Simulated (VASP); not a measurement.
Here is a VASP 6.6.1 calculation.

INCAR

```
SYSTEM = GaSb
PREC     = Accurate       ! precision mode
ENCUT    = 520            ! plane-wave cutoff, eV
EDIFF    = 1E-7           ! SCF threshold, eV
ISMEAR   = 0              ! smearing method
SIGMA    = 0.011          ! smearing width, eV
LREAL    = .FALSE.        ! projectors in reciprocal space
LASPH    = .TRUE.         ! aspherical terms in the spheres
NELM     = 60             ! most SCF steps
ALGO     = Normal         ! electronic algorithm
ISIF     = 2              ! what is computed and relaxed
LWAVE    = .FALSE.        ! write WAVECAR
LCHARG   = .FALSE.        ! write CHGCAR
GGA      = PE             ! functional
NBANDS   = 16             ! bands
```

The input KPOINTS:

```
Automatic mesh
0
G
  8 8 8
  0 0 0
```

Contents of POSCAR:

```
GaSb
1.0
    0.0000000000      3.0590000000      3.0590000000
    3.0590000000      0.0000000000      3.0590000000
    3.0590000000      3.0590000000      0.0000000000
Sb Ga
1 1
Direct
    0.7500000000      0.7500000000      0.7500000000
    0.0000000000      0.0000000000      0.0000000000
```

Potentials or basis: VASP PAW PBE potentials, release 64 (Sb, Ga_d).

The run is started by

```sh
$ cat potpaw_PBE.64/Sb/POTCAR potpaw_PBE.64/Ga_d/POTCAR > POTCAR
$ mpirun -np 1 vasp_std > vasp.out
```

**Question.** Predict the band gap on the k mesh.

**Answer.** 0.04 eV, direct.

**Question.** What does it give for the pressure?

**Answer.** 2.4 GPa.

Caveat: spin-orbit coupling is left out, which moves the levels of the heavy elements.

**Experimental background.**

A printed reference work, data compilation reports, for a bulk crystal of GaSb at 4.2 K: band gap 0.811 eV (direct).

Against the measured gap of GaSb, 0.811 eV (direct; 4.2 K; a printed reference work, data compilation), the calculated 0.04 eV is off by -0.78 eV. Spin-orbit coupling on Ga, Sb is left out. The value is that of PBE on a finite k mesh, which can miss the band edges, without temperature or zero-point motion. Semilocal functionals fall short of measured gaps as a rule.
